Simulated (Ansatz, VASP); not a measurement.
## Hf: VASP beside Ansatz

```
Hf
1.0
     0.00000    2.26972    2.26972
     2.26972    0.00000    2.26972
     2.26972    2.26972    0.00000
Hf
1
Direct
  0.00000 0.00000 0.00000
```

Alike in both runs: task single point; functional PBEsol; k mesh 16 × 16 × 16; occupations gaussian, width 0.1 eV; no spin polarisation.

|  | VASP | Ansatz |
| --- | --- | --- |
| version | VASP 6.6.1 | Ansatz 0.2.0 |
| potentials or method | VASP PAW PBE potentials, release 64 (Hf_pv) | scalar-relativistic, plane waves, PAW |
| plane-wave cutoff (eV) | 520 | 420 |
| valence electrons in the cell | 10 | 26 |

|  | VASP | Ansatz | Ansatz less VASP |
| --- | --- | --- | --- |
| gap on the k mesh at the Fermi level (eV) | none | none | - |
| pressure (GPa) | -8.0 | -7.6 | +0.39 |

A gap of «none» marks a metal or a gap that the smearing closes. The two sets of potentials don't hold the same shells in valence.

Caveats: the PAW data sets were made with another functional, which shifts forces and pressure a little (VASP). The runs have no spin-orbit coupling, so splittings on Hf are missing.
